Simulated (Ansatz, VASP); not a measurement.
## One calculation of ZnS, two programs

```
Zn S
1.0
     0.00000    2.62351    2.62351
     2.62351    0.00000    2.62351
     2.62351    2.62351    0.00000
Zn S
1 1
Cartesian
  0.0000 0.0000 0.0000
  3.9353 3.9353 3.9353
```

Change from the starting cell: strain -0.030 along x and y, -0.030 along z, atoms carried along.

Alike in both runs: task single point; functional PBE; k mesh 10 × 10 × 10; occupations gaussian, width 0.05 eV; no spin polarisation.

|  | VASP | Ansatz |
| --- | --- | --- |
| version | VASP 6.6.1 | Ansatz 0.2.0 |
| potentials or method | VASP PAW PBE potentials, release 64 (Zn, S) | scalar-relativistic, plane waves, PAW |
| plane-wave cutoff (eV) | 520 | 420 |
| valence electrons in the cell | 18 | 18 |

|  | VASP | Ansatz | Ansatz less VASP |
| --- | --- | --- | --- |
| gap on the k mesh at the Fermi level (eV) | 2.51 | 2.50 | -0.011 |
| least direct gap on the mesh (eV) | 2.51 | 2.50 | -0.011 |
| pressure (GPa) | 10.0 | 9.8 | -0.22 |
